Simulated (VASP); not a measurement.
A run of VASP 6.6.1 is set up as follows.

INCAR

```
SYSTEM = CaF2
  PREC = Accurate
  ENCUT = 600
  EDIFF = 1E-7
  ISMEAR = 0
  SIGMA = 0.03
  LREAL = .False.
  LASPH = .True.
  NELM = 80
  ALGO = Normal
  ISIF = 3
  LWAVE = .False.
  LCHARG = .False.
  GGA = PE
  IBRION = 2
  NSW = 90
  EDIFFG = -0.005
```

File KPOINTS:

```
Automatic mesh
0
Gamma
  8 8 8
  0 0 0
```

File POSCAR:

```
CaF2                                    
1.0
   -0.0000000000      2.7577576829      2.7577576829
    2.7577576829      0.0000000000      2.7577576829
    2.7577576829      2.7577576829      0.0000000000
  Ca              F             
     1     2
Direct
     1.0000000000000000    0.0000000000000000    1.0000000000000000
     0.2500000000000000    0.2500000000000000    0.2500000000000000
     0.7500000000000000    0.7500000000000000    0.7500000000000000
```

Potentials or basis: VASP PAW PBE potentials, release 64 (Ca_sv, F).

Run with:

```bash
$ cat potpaw_PBE.64/Ca_sv/POTCAR potpaw_PBE.64/F/POTCAR > POTCAR
$ mpirun -np 1 vasp_std > vasp.out
```

Task: Predict the relaxed volume.

Result: 13.97 Å³/atom.

Task: Estimate the relaxed cell.

Result: a = 3.899 Å, b = 3.899 Å, c = 3.899 Å, α = 60.00°, β = 60.00°, γ = 60.00°.

Final structure:
```yaml
crystal:
  lattice:
    - [0.00000, 2.75666, 2.75666]
    - [2.75666, 0.00000, 2.75666]
    - [2.75666, 2.75666, 0.00000]
  atoms:
    - { symbol: Ca, position: [0.00000, 0.00000, 0.00000] }
    - { symbol: F, position: [0.25000, 0.25000, 0.25000] }
    - { symbol: F, position: [0.75000, 0.75000, 0.75000] }
```
